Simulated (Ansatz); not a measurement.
We consider rock-salt LiI, described by Hartree–Fock in Ansatz (plane waves, PAW).

Run with plane-wave cutoff 460 eV, 8×8×8 k mesh, Fermi–Dirac smearing 0.01 eV, scalar-relativistic PAW data made under PBE.

The cell is scaled about its equilibrium volume:

```json
[
 {"V (Å³/atom)": "29.673", "P (GPa)": "0.73", "direct gap at Γ (eV)": "11.124"},
 {"V (Å³/atom)": "30.162", "P (GPa)": "0.43", "direct gap at Γ (eV)": "11.042"},
 {"V (Å³/atom)": "30.984", "P (GPa)": "-0.02", "direct gap at Γ (eV)": "10.911"},
 {"V (Å³/atom)": "31.709", "P (GPa)": "-0.37", "direct gap at Γ (eV)": "10.802"},
 {"V (Å³/atom)": "32.483", "P (GPa)": "-0.70", "direct gap at Γ (eV)": "10.693"}
]
```

A straight line through the gaps at Γ against ln V gives a volume deformation potential dE_g(Γ)/d ln V of -4.8 eV: the gap at Γ widens under compression.

Measured, for comparison: band gap 6.4 eV (temperature not stated, not corrected to a static lattice, our sources range from 6.10 to 6.40; as tabulated in Aguado et al. (1998), arXiv:cond-mat/9809176).

Note: the cell is over a tenth larger than the published one (another phase or state, or a fault of the published cell, is possible).

Spin–orbit coupling is not included; with these elements it can move the gap by several tenths of an eV or more.

Ansatz is a program for electronic structure.
